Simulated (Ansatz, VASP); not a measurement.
# One calculation of Ru, two programs

```
CELL_PARAMETERS angstrom
-0.03334 1.81697 1.81697
1.81697 -0.03334 1.81697
1.81697 1.81697 -0.03334
ATOMIC_POSITIONS crystal
Ru 0.00000 0.00000 0.00000
```

Change from the starting cell: equal engineering shear yz, xz and xy -0.0175, equal normal strain along x, y and z -0.0375.

Alike in both runs: task single point; functional PBE; k mesh 20 × 20 × 20; occupations gaussian, width 0.15 eV; no spin polarisation.

```csv
,VASP,Ansatz
version,VASP 6.6.1,Ansatz 0.2.0
potentials or method,"VASP PAW PBE potentials, release 64 (Ru_pv)","scalar-relativistic, plane waves, PAW"
plane-wave cutoff (eV),520,420
valence electrons in the cell,14,16
```

|  | VASP | Ansatz | Ansatz less VASP |
| --- | --- | --- | --- |
| gap on the k mesh at the Fermi level (eV) | none | none | - |
| pressure (GPa) | 47.2 | 47.1 | -0.17 |
| largest component of the traceless stress (GPa) | 6.44 | 6.43 | -0.010 |

A gap of «none» marks a metal or a gap that the smearing closes. The two sets of potentials don't hold the same shells in valence.

Caveats: so large a pressure means that the cell lies far from this level's equilibrium, or that cutoff or potentials fall short (VASP).
